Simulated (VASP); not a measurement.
Wanted: the native input for a VASP 6.6.1 run.

```yaml
Task: single point
Functional: PBE
Dispersion: D3(BJ)
Potentials_or_basis: VASP PAW PBE potentials, release 64 (Hg)
Cutoff: 520 eV
k_mesh: 6 × 6 × 6
Occupations: gaussian, width 0.1 eV
Spin: no spin polarisation
Dipole_correction: no
Further_INCAR_settings: ALGO = Fast; EDIFF = 1e-06; NBANDS = 25
```

The structure of Hg lies in POSCAR:

```
Hg
1.0
    5.3526066400      0.0000000000      0.0000000000
   -2.6763033200      4.6354933267      0.0000000000
    0.0000000000      0.0000000000      3.0969184932
Hg
3
Direct
    0.3333333333      0.6666666667      0.5000000000
    0.0000000000      0.0000000000      0.0000000000
    0.6666666667      0.3333333333      0.5000000000
```

The input as run:

INCAR

```
  ALGO = Fast
  EDIFF = 1E-6
  ENCUT = 520
  GGA = PE
  ISIF = 2
  ISMEAR = 0
  IVDW = 12
  LASPH = True
  LCHARG = False
  LREAL = False
  LWAVE = False
  NBANDS = 25
  NELM = 100
  PREC = Accurate
  SIGMA = 0.1
```

KPOINTS

```
k-points
0
Gamma
  6 6 6
```

Potentials or basis: VASP PAW PBE potentials, release 64 (Hg).

The run is started by

```console
$ cat potpaw_PBE.64/Hg/POTCAR > POTCAR
$ mpirun -np 1 vasp_std > vasp.out
```

It gave:

```yaml
Pressure: 0.2 GPa
Band_gap_on_the_k_mesh: none (metal or under the smearing width)
Dispersion_energy_per_atom: -0.410 eV
```

Caveat: pairwise dispersion overbinds metals, which lowers pressure and volume.

Run time: 33 s on 1 thread of Intel(R) Xeon(R) Platinum 8488C (Sapphire Rapids), with other jobs on the host, peak memory 0.21 GiB.
